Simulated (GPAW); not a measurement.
# Te2Mo (P6_3/mmc) in GPAW: settings compared

Aim: see how the results for Te2Mo move with the level of theory and the settings. Levels: rSCAN, PBE+D3(BJ), PBE. Tasks: relaxation of cell and atoms, single point.

Everything below comes from runs of GPAW 26.7.0. Logs are shortened: lines on timing, memory, paths and dates and some standing lists are left out, and cuts for length are marked. The log counts tension as positive stress, the text compression.

### Step 1. The structure

It takes space group P6_3/mmc (No. 194, hexagonal). The conventional cell has a = 3.518 Å, b = 3.518 Å, c = 13.974 Å, α = 90.00°, β = 90.00°, γ = 120.00°. Te (site symmetry 3m) has 3 Mo at 2.72 Å as nearest neighbours. Around Mo (site symmetry -6m2) lie 6 Te at 2.72 Å.

### Step 2. Relaxation of cell and atoms, rSCAN

run.py reads:

```python
from ase import Atoms
from ase.filters import FrechetCellFilter
from ase.io import write
from ase.optimize import BFGS
from gpaw import GPAW, PW

atoms = Atoms(['Te', 'Te', 'Te', 'Te', 'Mo', 'Mo'],
              cell=[[3.5182, 0.0, 0.0],
                    [-1.7591, 3.0468505756, 0.0],
                    [0.0, 0.0, 13.9736]],
              scaled_positions=[[0.6666666667, 0.3333333333, 0.379],
                                [0.3333333333, 0.6666666667, 0.879],
                                [0.6666666667, 0.3333333333, 0.121],
                                [0.3333333333, 0.6666666667, 0.621],
                                [0.6666666667, 0.3333333333, 0.75],
                                [0.3333333333, 0.6666666667, 0.25]],
              pbc=True)

calc = GPAW(mode=PW(600),
            xc='MGGA_X_RSCAN+MGGA_C_RSCAN',
            kpts={'size': (5, 5, 2), 'gamma': True},
            occupations={'name': 'fermi-dirac', 'width': 0.05},
            nbands=46,
            convergence={'density': 1e-06, 'energy': 1e-06, 'eigenstates': 1e-10},
            maxiter=150,
            txt='gpaw.txt')
atoms.calc = calc
opt = BFGS(FrechetCellFilter(atoms), trajectory='relax.traj', logfile='-')
done = opt.run(fmax=0.02, steps=100)
calc.write('gs.gpw')
write('result.traj', atoms)
print('Converged:', done)
print('Cell:', atoms.cell.cellpar().round(4))
print('Volume:', round(atoms.get_volume(), 4))
print(atoms.get_scaled_positions().round(5))
```

Potentials or basis: GPAW PAW data sets (gpaw-data 1.2.1), pw.

Run with:

```
$ OMP_NUM_THREADS=1 python run.py
```

gpaw.txt:

```text
__  _  _
 | _ |_)|_||  |
 |__||  | ||/\| - 26.7.0

Input parameters:
  mode=PW(ecut=600.0),
  convergence={'density': 1e-06, 'energy': 1e-06, 'eigenstates': 1e-10},
  kpts=MonkhorstPack(size=(5, 5, 2), gamma=True),
  maxiter=150,
  nbands=46,
  occupations=Occupations(name='fermi-dirac', width=0.05),
  xc=XC(name='MGGA_X_RSCAN+MGGA_C_RSCAN')

Diagonalizing LCAO Hamiltonian
Converting LCAO to pw mode

        Te

           Mo

        Te

           Te

        Mo

           Te

Atoms  # Å, Bohr magnetons
|   | symbol |         x |        y |         z |    initial magnetic moments |
|---|--------|-----------|----------|-----------|-----------------------------|
| 0 |     Te |  1.759100 | 1.015617 |  5.295994 | ( 0.0000,  0.0000,  0.0000) |
| 1 |     Te | -0.000000 | 2.031234 | 12.282794 | ( 0.0000,  0.0000,  0.0000) |
| 2 |     Te |  1.759100 | 1.015617 |  1.690806 | ( 0.0000,  0.0000,  0.0000) |
| 3 |     Te | -0.000000 | 2.031234 |  8.677606 | ( 0.0000,  0.0000,  0.0000) |
| 4 |     Mo |  1.759100 | 1.015617 | 10.480200 | ( 0.0000,  0.0000,  0.0000) |
| 5 |     Mo | -0.000000 | 2.031234 |  3.493400 | ( 0.0000,  0.0000,  0.0000) |

Unit cell  # Å
| periodic |         x |        y |         z |   lengths |     angles |
|----------|-----------|----------|-----------|-----------|------------|
|      yes |  3.518200 | 0.000000 |  0.000000 |  3.518200 |  90.000000 |
|      yes | -1.759100 | 3.046851 |  0.000000 |  3.518200 |  90.000000 |
|      yes |  0.000000 | 0.000000 | 13.973600 | 13.973600 | 120.000000 |

Number of symmetries: 12
Symmetry operations  # r_c * U_cc + t_c -> r_c
|    | kind |            matrix            |
|----|------|------------------------------|
|  0 |  σ   |  1, 1, 0,  0,-1, 0,  0, 0, 1 |
|  1 |  S6  |  1, 1, 0, -1, 0, 0,  0, 0,-1 |
|  2 |  E   |  1, 0, 0,  0, 1, 0,  0, 0, 1 |
|  3 |  C2  |  1, 0, 0, -1,-1, 0,  0, 0,-1 |
|  4 |  C2  |  0, 1, 0,  1, 0, 0,  0, 0,-1 |
|  5 |  C3  |  0, 1, 0, -1,-1, 0,  0, 0, 1 |
|  6 |  S6  |  0,-1, 0,  1, 1, 0,  0, 0,-1 |
|  7 |  σ   |  0,-1, 0, -1, 0, 0,  0, 0, 1 |
|  8 |  σ   | -1, 0, 0,  1, 1, 0,  0, 0, 1 |
|  9 |  i   | -1, 0, 0,  0,-1, 0,  0, 0,-1 |
| 10 |  C3  | -1,-1, 0,  1, 0, 0,  0, 0, 1 |
| 11 |  C2  | -1,-1, 0,  0, 1, 0,  0, 0,-1 |
[... 492 lines left out ...]
Atoms  # Å, Bohr magnetons
|   | symbol |         x |        y |         z |    initial magnetic moments |
|---|--------|-----------|----------|-----------|-----------------------------|
| 0 |     Te |  1.781956 | 1.028813 |  5.293241 | ( 0.0000,  0.0000,  0.0000) |
| 1 |     Te | -0.000000 | 2.057626 | 12.330817 | ( 0.0000,  0.0000,  0.0000) |
| 2 |     Te |  1.781956 | 1.028813 |  1.744334 | ( 0.0000,  0.0000,  0.0000) |
| 3 |     Te | -0.000000 | 2.057626 |  8.781910 | ( 0.0000,  0.0000,  0.0000) |
| 4 |     Mo |  1.781956 | 1.028813 | 10.556363 | ( 0.0000,  0.0000,  0.0000) |
| 5 |     Mo | -0.000000 | 2.057626 |  3.518789 | ( 0.0000,  0.0000,  0.0000) |

Unit cell  # Å
| periodic |         x |        y |         z |   lengths |     angles |
|----------|-----------|----------|-----------|-----------|------------|
|      yes |  3.563913 | 0.000000 | -0.000000 |  3.563913 |  90.000000 |
|      yes | -1.781956 | 3.086439 |  0.000000 |  3.563913 |  90.000000 |
|      yes | -0.000000 | 0.000000 | 14.075151 | 14.075151 | 120.000000 |

Number of symmetries: 12
Symmetry operations  # r_c * U_cc + t_c -> r_c
|    | kind |            matrix            |
|----|------|------------------------------|
|  0 |  σ   |  1, 1, 0,  0,-1, 0,  0, 0, 1 |
|  1 |  S6  |  1, 1, 0, -1, 0, 0,  0, 0,-1 |
|  2 |  E   |  1, 0, 0,  0, 1, 0,  0, 0, 1 |
|  3 |  C2  |  1, 0, 0, -1,-1, 0,  0, 0,-1 |
|  4 |  C2  |  0, 1, 0,  1, 0, 0,  0, 0,-1 |
|  5 |  C3  |  0, 1, 0, -1,-1, 0,  0, 0, 1 |
|  6 |  S6  |  0,-1, 0,  1, 1, 0,  0, 0,-1 |
|  7 |  σ   |  0,-1, 0, -1, 0, 0,  0, 0, 1 |
|  8 |  σ   | -1, 0, 0,  1, 1, 0,  0, 0, 1 |
|  9 |  i   | -1, 0, 0,  0,-1, 0,  0, 0,-1 |
| 10 |  C3  | -1,-1, 0,  1, 0, 0,  0, 0, 1 |
| 11 |  C2  | -1,-1, 0,  0, 1, 0,  0, 0,-1 |
[... 230 lines left out ...]
[... 45 lines left out ...]
|  0.00000 |  0.00000 | -0.04628 |  # Te   3
|  0.00000 |  0.00000 |  0.00001 |  # Mo   4
| -0.00000 | -0.00000 | -0.00001 |  # Mo   5
[... 240 lines left out ...]
Gap: 0.832 eV
Transition (v -> c):
  (s=0, k=0, n=25, [0.00, 0.00, 0.00]) -> (s=0, k=4, n=26, [0.40, -0.20, 0.00])
Direct/indirect transitions are different
Direct gap: 1.382 eV
Transition at: (s=0, k=8, n=25, [0.40, 0.40, 0.00])

Stress tensor  # eV/Ang^3
|        x |         y |         z |
|----------|-----------|-----------|
| 0.003789 |  0.000000 |  0.000000 |
| 0.000000 |  0.003789 | -0.000000 |
| 0.000000 | -0.000000 | -0.004066 |

Forces  # eV/Ang
|        x |        y |        z |
|----------|----------|----------|
|  0.00000 | -0.00000 | -0.04541 |  # Te   0
|  0.00000 | -0.00000 | -0.04538 |  # Te   1
| -0.00000 |  0.00000 |  0.04538 |  # Te   2
|  0.00000 |  0.00000 |  0.04541 |  # Te   3
| -0.00000 | -0.00000 | -0.00003 |  # Mo   4
|  0.00000 | -0.00000 |  0.00003 |  # Mo   5
[... 279 lines left out ...]
Atoms  # Å, Bohr magnetons
|   | symbol |         x |        y |         z |    initial magnetic moments |
|---|--------|-----------|----------|-----------|-----------------------------|
| 0 |     Te |  1.784730 | 1.030415 |  5.347672 | ( 0.0000,  0.0000,  0.0000) |
| 1 |     Te | -0.000000 | 2.060829 | 12.467021 | ( 0.0000,  0.0000,  0.0000) |
| 2 |     Te |  1.784730 | 1.030415 |  1.771683 | ( 0.0000,  0.0000,  0.0000) |
| 3 |     Te | -0.000000 | 2.060829 |  8.891032 | ( 0.0000,  0.0000,  0.0000) |
| 4 |     Mo |  1.784730 | 1.030415 | 10.679032 | ( 0.0000,  0.0000,  0.0000) |
| 5 |     Mo | -0.000000 | 2.060829 |  3.559672 | ( 0.0000,  0.0000,  0.0000) |

Unit cell  # Å
| periodic |         x |        y |         z |   lengths |     angles |
|----------|-----------|----------|-----------|-----------|------------|
|      yes |  3.569461 | 0.000000 | -0.000000 |  3.569461 |  90.000000 |
|      yes | -1.784730 | 3.091244 |  0.000000 |  3.569461 |  90.000000 |
|      yes |  0.000000 | 0.000000 | 14.238705 | 14.238705 | 120.000000 |

Number of symmetries: 12
Symmetry operations  # r_c * U_cc + t_c -> r_c
|    | kind |            matrix            |
|----|------|------------------------------|
|  0 |  σ   |  1, 1, 0,  0,-1, 0,  0, 0, 1 |
|  1 |  S6  |  1, 1, 0, -1, 0, 0,  0, 0,-1 |
|  2 |  E   |  1, 0, 0,  0, 1, 0,  0, 0, 1 |
|  3 |  C2  |  1, 0, 0, -1,-1, 0,  0, 0,-1 |
|  4 |  C2  |  0, 1, 0,  1, 0, 0,  0, 0,-1 |
|  5 |  C3  |  0, 1, 0, -1,-1, 0,  0, 0, 1 |
|  6 |  S6  |  0,-1, 0,  1, 1, 0,  0, 0,-1 |
|  7 |  σ   |  0,-1, 0, -1, 0, 0,  0, 0, 1 |
|  8 |  σ   | -1, 0, 0,  1, 1, 0,  0, 0, 1 |
|  9 |  i   | -1, 0, 0,  0,-1, 0,  0, 0,-1 |
| 10 |  C3  | -1,-1, 0,  1, 0, 0,  0, 0, 1 |
| 11 |  C2  | -1,-1, 0,  0, 1, 0,  0, 0,-1 |
[... 493 lines left out ...]
Atoms  # Å, Bohr magnetons
|   | symbol |         x |        y |         z |    initial magnetic moments |
|---|--------|-----------|----------|-----------|-----------------------------|
| 0 |     Te |  1.778719 | 1.026944 |  5.423823 | ( 0.0000,  0.0000,  0.0000) |
| 1 |     Te | -0.000000 | 2.053888 | 12.682041 | ( 0.0000,  0.0000,  0.0000) |
| 2 |     Te |  1.778719 | 1.026944 |  1.834391 | ( 0.0000,  0.0000,  0.0000) |
| 3 |     Te | -0.000000 | 2.053888 |  9.092609 | ( 0.0000,  0.0000,  0.0000) |
| 4 |     Mo |  1.778719 | 1.026944 | 10.887325 | ( 0.0000,  0.0000,  0.0000) |
| 5 |     Mo | -0.000000 | 2.053888 |  3.629107 | ( 0.0000,  0.0000,  0.0000) |

Unit cell  # Å
| periodic |         x |        y |         z |   lengths |     angles |
|----------|-----------|----------|-----------|-----------|------------|
|      yes |  3.557438 | 0.000000 | -0.000000 |  3.557438 |  90.000000 |
|      yes | -1.778719 | 3.080832 |  0.000000 |  3.557438 |  90.000000 |
|      yes |  0.000000 | 0.000000 | 14.516432 | 14.516432 | 120.000000 |

Number of symmetries: 12
Symmetry operations  # r_c * U_cc + t_c -> r_c
|    | kind |            matrix            |
|----|------|------------------------------|
|  0 |  σ   |  1, 1, 0,  0,-1, 0,  0, 0, 1 |
|  1 |  S6  |  1, 1, 0, -1, 0, 0,  0, 0,-1 |
|  2 |  E   |  1, 0, 0,  0, 1, 0,  0, 0, 1 |
|  3 |  C2  |  1, 0, 0, -1,-1, 0,  0, 0,-1 |
|  4 |  C2  |  0, 1, 0,  1, 0, 0,  0, 0,-1 |
|  5 |  C3  |  0, 1, 0, -1,-1, 0,  0, 0, 1 |
|  6 |  S6  |  0,-1, 0,  1, 1, 0,  0, 0,-1 |
|  7 |  σ   |  0,-1, 0, -1, 0, 0,  0, 0, 1 |
|  8 |  σ   | -1, 0, 0,  1, 1, 0,  0, 0, 1 |
|  9 |  i   | -1, 0, 0,  0,-1, 0,  0, 0,-1 |
| 10 |  C3  | -1,-1, 0,  1, 0, 0,  0, 0, 1 |
| 11 |  C2  | -1,-1, 0,  0, 1, 0,  0, 0,-1 |
[... 732 lines left out ...]
Forces  # eV/Ang
|        x |        y |        z |
|----------|----------|----------|
|  0.00000 | -0.00000 | -0.00850 |  # Te   0
| -0.00000 |  0.00000 | -0.00858 |  # Te   1
|  0.00000 | -0.00000 |  0.00858 |  # Te   2
|  0.00000 |  0.00000 |  0.00850 |  # Te   3
|  0.00000 | -0.00000 |  0.00008 |  # Mo   4
| -0.00000 |  0.00000 | -0.00008 |  # Mo   5

# Writing to gs.gpw (mode='')
```

Run time: 20 min. Hardware: 1 thread of AMD EPYC 9R14 (Zen 4), shared host; peak memory 1.9 GiB.

Results:

```
Free energy                            : -230.2821 eV
Relaxed volume                         : 26.73 Å³/atom
Relaxed cell                           : a = 3.554 Å, b = 3.554 Å, c = 14.661 Å, α = 90.00°, β = 90.00°, γ = 120.00°
Space group after relaxing (to 0.05 Å) : P6_3/mmc (No. 194)
Energy gained by relaxing              : 10.3 meV/atom
Ionic steps                            : 11
Pressure after relaxing                : 0.0 GPa
Largest force after relaxing           : 0.009 eV/Å
Band gap on the k mesh                 : 1.02 eV, indirect (least direct gap 1.44 eV)
```

Forces on the atoms (eV/Å):
```
Te   0.000  0.000 -0.008
Te   0.000  0.000 -0.009
Te   0.000  0.000  0.009
Te   0.000  0.000  0.008
Mo   0.000  0.000  0.000
Mo   0.000  0.000  0.000
```

The path:
```tsv
step	energy change (eV)	largest force (eV/Å)	pressure (GPa)	volume (Å³)
1	0.0000	0.1542	1.51	149.79
2	-0.0039	0.1410	1.47	150.04
3	-0.0397	0.0632	0.60	154.82
4	-0.0410	0.0463	0.42	155.24
5	-0.0440	0.0454	-0.19	156.34
6	-0.0449	0.0727	-0.31	156.54
7	-0.0481	0.1339	-0.56	157.11
8	-0.0524	0.1645	-0.66	157.88
9	-0.0583	0.1376	-0.51	159.10
10	-0.0616	0.0558	-0.18	160.10
11	-0.0620	0.0086	-0.03	160.39
```

Final structure:
```xyz
6
Lattice="3.5542 0.0000 0.0000 -1.7771 3.0780 0.0000 0.0000 0.0000 14.6613" Properties=species:S:1:pos:R:3 pbc="T T T"
Te    1.7771    1.0260    5.4529
Te    0.0000    2.0520   12.7836
Te    1.7771    1.0260    1.8777
Te    0.0000    2.0520    9.2084
Mo    1.7771    1.0260   10.9960
Mo    0.0000    2.0520    3.6653
```

Caveat: the k mesh is coarse; later steps reuse the first step's grids; the PAW data sets were made with another functional, which shifts forces and pressure a little; spin-orbit coupling is left out, which moves the levels of the heavy elements; an odd mesh through Γ misses points on the zone boundary, where band edges often lie.

(Continued in part 2 of 2.)
